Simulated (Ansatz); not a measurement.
# Aluminium, bcc: HSE06 at the PBE geometry

Aim: see what exact exchange does to the levels, and what it costs. Spin polarisation is left out. The geometry was relaxed under PBE beforehand and is kept. Exact exchange is dear, so the k-mesh is coarse, and PBE is run on the same mesh for comparison.

Program: Ansatz 0.2.0. Level of theory: DFT, plane waves (420 eV) with PBE-made PAW files, scalar-relativistic; functionals as named at each step. These are calculated values, not measurements.

**1. The system as given**

The structure is cubic, space group Im-3m (No. 229). Conventional cell: a = 3.238 Å, b = 3.238 Å, c = 3.238 Å, α = 90.00°, β = 90.00°, γ = 90.00°. Al (site symmetry m-3m) has 8 Al at 2.80 Å as nearest neighbours.

As a file:

```xyz
1
Lattice="-1.6189 1.6189 1.6189 1.6189 -1.6189 1.6189 1.6189 1.6189 -1.6189" Properties=species:S:1:pos:R:3 pbc="T T T"
Al    0.0000    0.0000    0.0000
```

**2. PBE, coarse mesh**

The run with PBE.

Contents of input.yaml:

```yaml
crystal:
  lattice:
    - [-1.6188655558, 1.6188655558, 1.6188655558]
    - [1.6188655558, -1.6188655558, 1.6188655558]
    - [1.6188655558, 1.6188655558, -1.6188655558]
  atoms:
    - { symbol: Al, position: [0.0, 0.0, 0.0] }
hamiltonian:
  xc: pbe
  pseudopotentials:
    kind: paw
    azcp:
      Al: "pseudopotentials/Al.paw.azcp"
basis:
  ecutwfc: 420
  fft_grid_basis: typed
kpoints:
  mp_grid: { grid: [7, 7, 7], shift: [0, 0, 0] }
magnetization:
  spin_polarized: false
scf:
  occupations: { method: fermi_dirac, width: 0.1 }
output:
  write_density: true
  write_potential: true
  elf: true
  volumetric_format: npy
```

Launch:

```bash
> ansatz run input.yaml --threads 4 --pin off --max-ram 8192MiB --backend cpu --events-out ev --progress --plain --runs-dir out
```

What it wrote, shortened:

```text
Warning: RAYON_NUM_THREADS=4 ignored (pool sized by the plan → 4); use --threads N
[...]
Pseudopotentials: kind: paw
Pseudopotential: Al, paw, valence charge 3, recommended cutoff 420 eV (normal), <dir>
Functional definition: PBE
[...]
Crystal: 1 atoms, lattice volume = 16.970 Å³
Basis set: ecut = 420 eV, 321 PW (Γ)
Bands: 6, of which v1, the nominal top of the filled ones, is band 2 counted from 1 (1 counted from 0)
Symmetry: 48 space group operations
Space group: Im-3m (ITA 229), of the structure as read, at distance tolerance 2.6e-5 Å
k-points: 20 of 343
[...]
SCF iter   1: F=—  HF=-537.391768 eV  |F-HF|=—  |Δ(HF+E_count)|=         —  Δρ=1.15e-3  dr2=2.31e-4  ethr=1.77e-3  ⟨swp⟩=4.6  Hψ=1028  notcnv=0
[...]
SCF iter   6: F=-537.391727 eV  HF=-537.391727 eV  |F-HF|=0.00e0  |Δ(HF+E_count)|=  4.77e-12  Δρ=8.92e-9  dr2=8.32e-15  ethr=1.00e-12  ⟨swp⟩=1.9  Hψ=391  notcnv=0
[...]
SCF converged after 6 iterations
Free energy (F): -537.391727 eV
[...]
E sigma→0 (E₀):  -537.382896 eV
Entropy (-TS):   -0.017662 eV (-17.662 meV/atom)
Fermi energy:    7.620037 eV
[...]
--- Band table (eV; the first three rows and the last of 20) ---
  k-point 0: bands = ["-3.2770", "20.6419", "20.6419", "20.6419", "21.9490", "21.9490"]
[...]
```

Run time: 0.32 s. Hardware: 4 threads of Arm Neoverse V2, shared host; peak memory 0.29 GiB.

The maps below are laid out on this run's own conventional cell (a, b, c = 3.238, 3.238, 3.238 Å).

Density in a lattice plane of the grid's cell (edges 3.24 and 3.24 Å, at 0.000 of the third edge), which holds Al.

Values in e/Å³, 12 rows by 12 columns:
```
0.07 0.09 0.13 0.19 0.19 0.16 0.15 0.16 0.19 0.19 0.13 0.09
0.11 0.13 0.18 0.20 0.19 0.16 0.15 0.16 0.19 0.20 0.18 0.13
0.18 0.19 0.20 0.20 0.18 0.16 0.15 0.16 0.18 0.20 0.20 0.19
0.19 0.19 0.19 0.18 0.16 0.16 0.15 0.16 0.16 0.18 0.19 0.19
0.17 0.16 0.16 0.16 0.16 0.15 0.15 0.15 0.16 0.16 0.16 0.16
0.15 0.15 0.15 0.15 0.15 0.15 0.15 0.15 0.15 0.15 0.15 0.15
0.17 0.16 0.16 0.16 0.16 0.15 0.15 0.15 0.16 0.16 0.16 0.16
0.19 0.19 0.19 0.18 0.16 0.16 0.15 0.16 0.16 0.18 0.19 0.19
0.18 0.19 0.20 0.20 0.18 0.16 0.15 0.16 0.18 0.20 0.20 0.19
0.11 0.13 0.18 0.20 0.19 0.16 0.15 0.16 0.19 0.20 0.18 0.13
0.07 0.09 0.13 0.19 0.19 0.16 0.15 0.16 0.19 0.19 0.13 0.09
0.06 0.07 0.11 0.18 0.19 0.17 0.15 0.17 0.19 0.18 0.11 0.07
```
Columns run along the first of these edges and rows up along the second, over one cell in 12 and 12 even steps from the bottom left corner. Atoms in the plane (fractional): Al at (0.00, 0.00).

ELF in the same plane.

Ten even steps from ' ' (0.05) to '@' (0.59):
```
==::..    ==##%%@@%%####**####%%@@%%##==    ..::
        ::++%%@@@@%%####**####%%@@@@%%++::      
    ..::++##@@@@@@%%####**####%%@@@@@@##++::..  
::--==**%%@@@@@@@@%%####**####%%@@@@@@@@%%**==--
****##%%@@@@@@@@%%%%####**####%%%%@@@@@@@@%%##**
%%%%@@@@@@@@@@%%%%####******####%%%%@@@@@@@@@@%%
%%%%@@@@%%%%%%%%######******######%%%%%%%%@@@@@@
%%%%%%%%############**********############%%%%%%
################******************##############
************************************************
################******************##############
%%%%%%%%############**********############%%%%%%
%%@@@@@@%%%%%%%%######******######%%%%%%%%@@@@%%
%%%%@@@@@@@@@@%%%%####******####%%%%@@@@@@@@@@%%
****##%%@@@@@@@@%%%%####**####%%%%@@@@@@@@%%##**
::--==**%%@@@@@@@@%%####**####%%@@@@@@@@%%**==--
    ..::++##@@@@@@%%####**####%%@@@@@@##++::..  
        ::++%%@@@@%%####**####%%@@@@%%++::      
==::..    ==##%%@@%%####**####%%@@%%##==    ..::
++==::    --**%%@@%%####**####%%@@%%**--    ::==
```
Columns run along the first of these edges and rows up along the second, over one cell in 24 and 20 even steps from the bottom left corner. Atoms in the plane (fractional): Al at (0.00, 0.00).

Both are smooth fields of the valence electrons: close to the nuclei they are not physical.

The highest ELF values outside the cores: 0.65 on the Al–Al line, 1.2 Å from Al.

**3. HSE06 on the coarse mesh**

The run with HSE06.

input.yaml: that of step 2 with these lines changed.

```diff
@@ -8,3 +8,3 @@
 hamiltonian:
-  xc: pbe
+  xc: hse06
   pseudopotentials:
@@ -22,6 +22 @@
   occupations: { method: fermi_dirac, width: 0.1 }
-output:
-  write_density: true
-  write_potential: true
-  elf: true
-  volumetric_format: npy
```

Launch:

```bash
> ansatz run input.yaml --threads 4 --pin off --max-ram 8192MiB --backend cpu --events-out ev --progress --plain --runs-dir out
```

What it wrote, shortened:

```text
Warning: RAYON_NUM_THREADS=4 ignored (pool sized by the plan → 4); use --threads N
[...]
[... 2 set-up lines as earlier in the session ...]
Functional definition: HSE06
[...]
Crystal: 1 atoms, lattice volume = 16.970 Å³
Basis set: ecut = 420 eV, 321 PW (Γ)
Bands: 6, of which v1, the nominal top of the filled ones, is band 2 counted from 1 (1 counted from 0)
[... 2 set-up lines as earlier in the session ...]
k-points: 20 of 343
[...]
SCF iter   1: F=—  HF=-537.389767 eV  |F-HF|=—  |Δ(HF+E_count)|=         —  Δρ=1.43e-3  dr2=3.71e-4  ethr=1.77e-3  ⟨swp⟩=6.5  Hψ=610  notcnv=0
[...]
Frozen-core exchange: fock
[...]
hybrid outer 1: dexx = +3.057e-4 eV, tail = 3.27e-7 eV
[...]
Frozen-core exchange: fock
[...]
SCF iter   2: F=-537.719637 eV  HF=-537.719637 eV  |F-HF|=2.97e-11  |Δ(HF+E_count)|=   3.96e-8  Δρ=1.79e-6  dr2=2.74e-10  ethr=5.42e-12  ⟨swp⟩=4.5  Hψ=423  notcnv=0
[...]
hybrid outer 2: dexx = +7.002e-10 eV, tail = 6.14e-10 eV, Δε = 5.75e-4 eV (about 4.15e-5 eV left of the loop's levels)
hybrid SCF converged: 2 outer / 8 inner (+4 warm-up), last move |dexx| = 7.00e-10 eV, tail = 6.14e-10 eV
Stability not checked: this state was not tested for a lower state beside it, because the functional holds exact exchange (a hybrid, or Hartree-Fock), whose exchange loop this test does not read (fock_operator; see scf.lower_state_search)
Free energy (F): -537.719637 eV
Frozen-core exchange: fock
[...]
E sigma→0 (E₀):  -537.711267 eV
Entropy (-TS):   -0.016738 eV (-16.738 meV/atom)
Fermi energy:    7.688569 eV
[...]
--- Band table (eV; the first three rows and the last of 20) ---
  k-point 0: bands = ["-4.7939", "21.6412", "21.6412", "21.6412"]
[...]
  guard bands above this table: 2 of the run's 6 bands. The solve was not asked for them (output.publish_guard_bands: true or output.eigenvalues: true publishes all)
```

Wall time 1.9 s (4 threads of Arm Neoverse V2, shared host); peak memory 0.54 GiB.

**4. Side by side**

| functional | gap on the mesh | Fermi energy (eV) | SCF cycles | exchange loops | CPU time |
| --- | --- | --- | --- | --- | --- |
| PBE | none (levels filled in part) | 7.620 | 6 | - | 0.35 s |
| HSE06 | none (levels filled in part) | 7.689 | 12 | 2 | 4.9 s |

**5. Outcome**

```
                         quantity                         value
                         PBE: gap  none (levels filled in part)
                       HSE06: gap  none (levels filled in part)
HSE06: SCF cycles, exchange loops                         12, 2
 HSE06: CPU time over that of PBE                            14
           HSE06: relative to fcc                 +125 meV/atom
```

In words: Neither PBE nor HSE06 shows a clean gap on this mesh. The hybrid took 14 times as much CPU time as PBE on the same settings. HSE06 needed 2 outer loops of the exchange operator. The dense-mesh value adds -24.9 meV/atom, the change that PBE shows between the coarse mesh and its own dense run (not shown). Under HSE06 it lies 125 meV/atom above fcc (computed apart in the same way); on such meshes a few tens of meV are uncertain for metals. Absolute energies differ from functional to functional, by eV per atom at times, and say nothing by themselves.
